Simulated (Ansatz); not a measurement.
# MoTe2 (Te2Mo-type): how the settings move a single-point run

Aim: see which settings change the result for MoTe2 (Te2Mo-type), by how much, and at what cost.

Method: reference: DFT r2SCAN, scalar-relativistic, plane waves, PAW, in Ansatz 0.2.0.

1 further run of the same task is left out (it didn't finish).

### Step 1. Starting point

It takes space group P6_3/mmc (No. 194, hexagonal). Conventional cell: a = 3.564 Å, b = 3.564 Å, c = 14.720 Å, α = 90.00°, β = 90.00°, γ = 120.00°. Around Te (site symmetry 3m) lie 3 Mo at 2.73 Å. Mo (site symmetry -6m2) is surrounded by 6 Te at 2.73 Å.

Coordinates:

```xyz
6
Lattice="3.5637 0.0000 0.0000 -1.7818 3.0862 0.0000 0.0000 0.0000 14.7197" Properties=species:S:1:pos:R:3 pbc="T T T"
Te    0.0000    2.0575    9.2504
Te    1.7818    1.0287    1.8906
Te    0.0000    2.0575   12.8291
Te    1.7818    1.0287    5.4693
Mo    0.0000    2.0575    3.6799
Mo    1.7818    1.0287   11.0398
```

### Step 2. The reference run

File input.yaml:

```yaml
crystal:
  lattice:
    - [3.5636797614, 0.0, 0.0]
    - [-1.7818398807, 3.0862372043, 0.0]
    - [0.0, 0.0, 14.7197071926]
  atoms:
    - { symbol: Te, position: [0.3333333333, 0.6666666667, 0.6284395073] }
    - { symbol: Te, position: [0.6666666667, 0.3333333333, 0.1284395073] }
    - { symbol: Te, position: [0.3333333333, 0.6666666667, 0.8715604927] }
    - { symbol: Te, position: [0.6666666667, 0.3333333333, 0.3715604927] }
    - { symbol: Mo, position: [0.3333333333, 0.6666666667, 0.25], spin: 0.05 }
    - { symbol: Mo, position: [0.6666666667, 0.3333333333, 0.75], spin: 0.05 }
basis:
  ecutwfc: 500
  ecutrho_ratio: 4
kpoints:
  mp_grid: { grid: [8, 8, 2] }
  band_path:
    path:
      - [[0.0, 0.0, 0.0], [0.5, 0.0, 0.0], [0.33333333, 0.33333333, 0.0], [0.0, 0.0, 0.0], [0.0, 0.0, 0.5], [0.5, 0.0, 0.5], [0.33333333, 0.33333333, 0.5], [0.0, 0.0, 0.5]]
      - [[0.5, 0.0, 0.5], [0.5, 0.0, 0.0]]
      - [[0.33333333, 0.33333333, 0.5], [0.33333333, 0.33333333, 0.0]]
    npoints: 14
hamiltonian:
  xc: r2scan
scf:
  occupations: { method: gaussian, width: 0.05 }
  n_extra_bands: 23
output:
  forces: true
  stress: true
  eigenvalues: true
  populations: true
  dos: { projected: true, de: 0.02, nscf_kmesh: { grid: [12, 12, 3] } }
  bader: true
  write_density: true
  write_potential: true
  elf: true
  volumetric_format: npy
magnetization:
  spin_polarized: true
checkpoint:
  read: start.run
  write: ck
  compress: false
  write_wavefunctions: false
  write_every: 100000
```

The run is started by

```bash
$ ansatz run input.yaml --threads 4 --pin off --max-ram 7168MiB --backend cpu --events-out ev --progress --plain --runs-dir out
```

### Step 3. Changed: xc lda, hubbard.sites [{species: Mo, l: d, u_eff: 1.0}], hubbard.double_counting fll, occupations.width 0.3

File input.yaml:

```yaml
crystal:
  lattice:
    - [3.563679761386, 0.0, 0.0]
    - [-1.781839880693, 3.086237204312, 0.0]
    - [0.0, 0.0, 14.7197071926]
  atoms:
    - { symbol: Te, position: [0.3333333333333, 0.6666666666667, 0.6284395073] }
    - { symbol: Te, position: [0.6666666666667, 0.3333333333333, 0.1284395073] }
    - { symbol: Te, position: [0.3333333333333, 0.6666666666667, 0.8715604927] }
    - { symbol: Te, position: [0.6666666666667, 0.3333333333333, 0.3715604927] }
    - { symbol: Mo, position: [0.3333333333333, 0.6666666666667, 0.25], spin: 2.0 }
    - { symbol: Mo, position: [0.6666666666667, 0.3333333333333, 0.75], spin: 2.0 }
basis:
  ecutwfc: 500
  ecutrho_ratio: 4
kpoints:
  mp_grid: { grid: [8, 8, 2] }
hamiltonian:
  xc: lda
  hubbard: { sites: [{ species: Mo, l: d, u_eff: 1.0 }], double_counting: fll }
scf:
  occupations: { method: gaussian, width: 0.3 }
output:
  forces: true
  stress: true
magnetization:
  spin_polarized: true
```

### Step 4. Changing settings: xc_grid 1

File input.yaml:

```yaml
crystal:
  lattice:
    - [3.563679761386, 0.0, 0.0]
    - [-1.781839880693, 3.086237204312, 0.0]
    - [0.0, 0.0, 14.7197071926]
  atoms:
    - { symbol: Te, position: [0.3333333333333, 0.6666666666667, 0.6284395073] }
    - { symbol: Te, position: [0.6666666666667, 0.3333333333333, 0.1284395073] }
    - { symbol: Te, position: [0.3333333333333, 0.6666666666667, 0.8715604927] }
    - { symbol: Te, position: [0.6666666666667, 0.3333333333333, 0.3715604927] }
    - { symbol: Mo, position: [0.3333333333333, 0.6666666666667, 0.25], spin: 2.0 }
    - { symbol: Mo, position: [0.6666666666667, 0.3333333333333, 0.75], spin: 2.0 }
basis:
  ecutwfc: 500
  ecutrho_ratio: 4
  xc_grid: 1
kpoints:
  mp_grid: { grid: [8, 8, 2] }
hamiltonian:
  xc: r2scan
scf:
  occupations: { method: gaussian, width: 0.05 }
output:
  forces: true
  stress: true
magnetization:
  spin_polarized: true
```

### Step 5. Changed: occupations.method methfessel_paxton, occupations.width 0.15

File input.yaml:

```yaml
crystal:
  lattice:
    - [3.563679761386, 0.0, 0.0]
    - [-1.781839880693, 3.086237204312, 0.0]
    - [0.0, 0.0, 14.7197071926]
  atoms:
    - { symbol: Te, position: [0.3333333333333, 0.6666666666667, 0.6284395073] }
    - { symbol: Te, position: [0.6666666666667, 0.3333333333333, 0.1284395073] }
    - { symbol: Te, position: [0.3333333333333, 0.6666666666667, 0.8715604927] }
    - { symbol: Te, position: [0.6666666666667, 0.3333333333333, 0.3715604927] }
    - { symbol: Mo, position: [0.3333333333333, 0.6666666666667, 0.25], spin: 2.0 }
    - { symbol: Mo, position: [0.6666666666667, 0.3333333333333, 0.75], spin: 2.0 }
basis:
  ecutwfc: 500
  ecutrho_ratio: 4
kpoints:
  mp_grid: { grid: [8, 8, 2] }
hamiltonian:
  xc: r2scan
scf:
  occupations: { method: methfessel_paxton, width: 0.15 }
output:
  forces: true
  stress: true
  write_density: true
  write_potential: true
  elf: true
  volumetric_format: npy
magnetization:
  spin_polarized: true
```

### Step 6. Variant: pseudopotentials.kind nc

File input.yaml:

```yaml
crystal:
  lattice:
    - [3.563679761386, 0.0, 0.0]
    - [-1.781839880693, 3.086237204312, 0.0]
    - [0.0, 0.0, 14.7197071926]
  atoms:
    - { symbol: Te, position: [0.3333333333333, 0.6666666666667, 0.6284395073] }
    - { symbol: Te, position: [0.6666666666667, 0.3333333333333, 0.1284395073] }
    - { symbol: Te, position: [0.3333333333333, 0.6666666666667, 0.8715604927] }
    - { symbol: Te, position: [0.6666666666667, 0.3333333333333, 0.3715604927] }
    - { symbol: Mo, position: [0.3333333333333, 0.6666666666667, 0.25], spin: 2.0 }
    - { symbol: Mo, position: [0.6666666666667, 0.3333333333333, 0.75], spin: 2.0 }
basis:
  ecutwfc: 500
  ecutrho_ratio: 4
kpoints:
  mp_grid: { grid: [8, 8, 2] }
hamiltonian:
  xc: r2scan
  pseudopotentials: { kind: nc }
scf:
  occupations: { method: gaussian, width: 0.05 }
output:
  forces: true
  stress: true
magnetization:
  spin_polarized: true
```

Before running it: what results should come out? Wanted: for each run, ending; energy change; pressure; gap; force.

As calculated:

```csv
run,ending,energy change,pressure (GPa),gap (eV),force (eV/Å),cycles,time
reference,converged,0,0.0,1.12,0.00,-,67 s
"1: xc lda, hubbard.sites [{species: Mo, l: d, u_eff: 1.0}], hubbard.double_counting fll, occupations.width 0.3",converged,not comparable,-4.6,0.98,0.32,17,12 s
2: xc_grid 1,converged,0.0 meV/atom,0.0,1.12,0.00,18,19 s
"3: occupations.method methfessel_paxton, occupations.width 0.15",converged,0.0 meV/atom (σ→0),0.0,1.12,0.00,22,28 s
4: pseudopotentials.kind nc,converged,not comparable,-3.1,1.16,0.32,20,27 s
```

Times don't compare one to one where runs were asked for different outputs or read a saved state (see the inputs); cycles may leave out searches for a lower state.

Residual by cycle in the longest SCF loop of each run; runs are numbered as in the table. The quantity is the density residual dr2, in eV.

```csv
cycle,reference,run 1,run 2,run 3,run 4
1,2.8e-10,5.55,3.61,3.6,44.2
3,4.7e-11,1.27,0.374,0.52,0.856
5,-,0.0717,0.00818,0.0808,0.0133
7,-,0.00279,0.00101,0.0128,8.7e-4
9,-,3.4e-4,7.8e-5,7.9e-4,3.7e-5
11,-,7.1e-5,6.2e-6,9.7e-4,8.9e-7
12,-,9.2e-6,9.0e-7,2.7e-4,2.6e-6
14,-,1.6e-6,6.5e-8,4.1e-5,1.6e-7
16,-,2.7e-9,1.6e-9,6.8e-7,7.6e-9
18,-,-,1.0e-10,1.2e-7,1.9e-10
20,-,-,-,2.6e-9,5.2e-12
22,-,-,-,1.0e-10,-
```

Of the converged runs whose energies compare with the reference's, none moves it noticeably. Run 4 ran under the cutoff that the potentials recommend, as the log warns, so basis error is mixed into its values, and swamps them where the cutoff is far short. A changed U is a change of model: its shifts are not errors of convergence. The gap of the reference lacks spin-orbit coupling, though the cell holds Te.
